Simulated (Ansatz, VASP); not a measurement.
# BeS in VASP and in Ansatz

```
Be S
1.0
     3.79773   -2.84459    0.00000
     3.79773    2.84459    0.00000
     0.00000    0.00000    5.20977
Be S
2 2
Direct
  0.50000 0.50000 0.00000
  0.00000 0.00000 0.00000
  0.75000 0.25000 0.75934
  0.25000 0.75000 0.24066
```

Change from the starting cell: ordered vacancies on the cation sites of cuprite (Cmme, No. 67).

Alike in both runs: functional PBE; k mesh 4 × 4 × 4; occupations gaussian, width 0.1 eV; no spin polarisation.

Ansatz relaxed the structure, and its values are those at the end. VASP's run is a single point on that final structure, the one shown.

|  | VASP | Ansatz |
| --- | --- | --- |
| version | VASP 6.6.1 | Ansatz 0.2.0 |
| potentials or method | VASP PAW PBE potentials, release 64 (Be, S) | scalar-relativistic, plane waves, PAW |
| plane-wave cutoff (eV) | 520 | 420 |
| valence electrons in the cell | 16 | 16 |

Ansatz gave:

| Quantity | Value |
| --- | --- |
| gap on the k mesh at the Fermi level (eV) | 2.84 |
| least direct gap on the mesh (eV) | 2.84 |
| pressure (GPa) | 0.0 |
| rms of the force components (eV/Å) | 0.008 |

**Question.** What did VASP give for the same quantities?

**Answer.** gap on the k mesh at the Fermi level (eV): 2.85; least direct gap on the mesh (eV): 2.85; pressure (GPa): 0.0; rms of the force components (eV/Å): 0.002.

The functional is the same, so the differences come from potentials, cutoffs and numerics.

A k mesh can miss the band edges.
